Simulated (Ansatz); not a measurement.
## Ionic part of the dielectric constant of CaF₂, mode by mode

All numbers below come from DFT PBE, scalar-relativistic, plane waves, PAW in Ansatz 0.2.0. Plane waves to 420 eV; Γ-centred k mesh 8×8×8; fixed occupations. No spin polarisation. Phonons by linear response, acoustic sum rule imposed.

Symmetry: Fm-3m, No. 225, cubic system. Conventional cell: a = 5.511 Å, b = 5.511 Å, c = 5.511 Å, α = 90.00°, β = 90.00°, γ = 90.00°. Ca (site symmetry m-3m) is surrounded by 8 F at 2.39 Å. Around F (site symmetry -43m) lie 4 Ca at 2.39 Å.

The primitive cell has V = 41.84 Å³ and ε∞,yy = 2.264. Each polar mode adds Δε = (4.92064×10⁷/V)·S/ν² along y, with S its oscillator strength in e²/amu, ν in cm⁻¹ and V in Å³.

Question: From these modes, find each Δε and ε0,yy.
| ν (cm⁻¹) | S_yy (e²/amu) |
| --- | --- |
| 228.3 | 0.2867 |

Answer:
```tsv
ν (cm⁻¹)	Δε
228.3	6.47
```

The sum is 6.469, so ε0,yy = 8.73; the run's tensor has 8.73.

Question: Where do the longitudinal modes lie for a wave vector along y?

Answer: At 448 cm⁻¹. The Lyddane–Sachs–Teller product Π(ν_LO/ν_TO)² = 3.86 matches ε0/ε∞ = 3.86.

Cost: 1 run of about 0.61 core-minutes, on AMD EPYC 7R43 (Zen 3) (shared hosts).

Lattice polarisation dominates the static response of CaF₂: the single polar mode contributes 6.47 to ε0, against an electronic ε∞ of 2.264. In this mode the Ca sublattice moves against the F sublattice. Its oscillator strength implies a Ca dynamical charge somewhat above the formal ionic value, as expected for a strongly ionic crystal with slight charge transfer during the displacement. The tightly bound F 2p electrons and wide gap keep ε∞ small, so the macroscopic field of the longitudinal mode is weakly screened and lifts it from 228.3 to 448 cm⁻¹.

The calculated ε0 of 8.73 is clearly above the measured value, and the transverse mode is too soft. The likely main cause is PBE's overlong lattice constant, which weakens the short-range Ca–F repulsion that stiffens this mode; the inverse-square dependence on frequency then amplifies the error in Δε. The Lyddane–Sachs–Teller agreement shows internal consistency of the harmonic response, but it can't reveal this error, because both sides inherit the same soft frequency.
